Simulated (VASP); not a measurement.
Write the native input for VASP 6.6.1 that does the following.

```yaml
Task: single point
Functional: PBE
Potentials_or_basis: VASP PAW PBE potentials, release 64 (Te, Pb_d)
Cutoff: 520 eV
k_mesh: 10 × 10 × 10
Occupations: fermi-dirac, width 0.08 eV
Spin: no spin polarisation
Dipole_correction: no
Further_INCAR_settings: ALGO = Normal; EDIFF = 1e-06; NBANDS = 17
```

The structure of TePb lies in POSCAR:

```
TePb
1.0
    4.0022870000      0.0300171525      0.0300171525
    0.0300171525      4.0022870000      0.0300171525
    0.0300171525      0.0300171525      4.0022870000
Te Pb
1 1
Direct
    0.5000000000      0.5000000000      0.5000000000
    0.0000000000      0.0000000000      0.0000000000
```

Measurements of this composition are mostly on another form, of space group No. 225.

The cell isn't the ideal one: equal xy, yz and zx shear strains of +1.5 %.

The input as run:

INCAR

```
SYSTEM = TePb
ALGO = Normal ; EDIFF = 1E-6
ENCUT = 520 ; GGA = PE
ISIF = 2 ; ISMEAR = -1
LASPH = .TRUE. ; LCHARG = .FALSE.
LREAL = .FALSE. ; LWAVE = .FALSE.
NBANDS = 17 ; NELM = 100
PREC = Accurate ; SIGMA = 0.08
```

KPOINTS

```
k-points
0
G
  10 10 10
  0 0 0
```

Potentials or basis: VASP PAW PBE potentials, release 64 (Te, Pb_d).

Run with:

```bash
$ cat potpaw_PBE.64/Te/POTCAR potpaw_PBE.64/Pb_d/POTCAR > POTCAR
$ mpirun -np 1 vasp_std > vasp.out
```

It gave:

| Property | Result |
| --- | --- |
| Pressure | -0.3 GPa |
| Band gap on the k mesh | none (metal or under the smearing width) |

Wall time 91 s on 1 thread of Intel(R) Xeon(R) Platinum 8488C (Sapphire Rapids), on a shared host, peak memory 0.26 GiB.
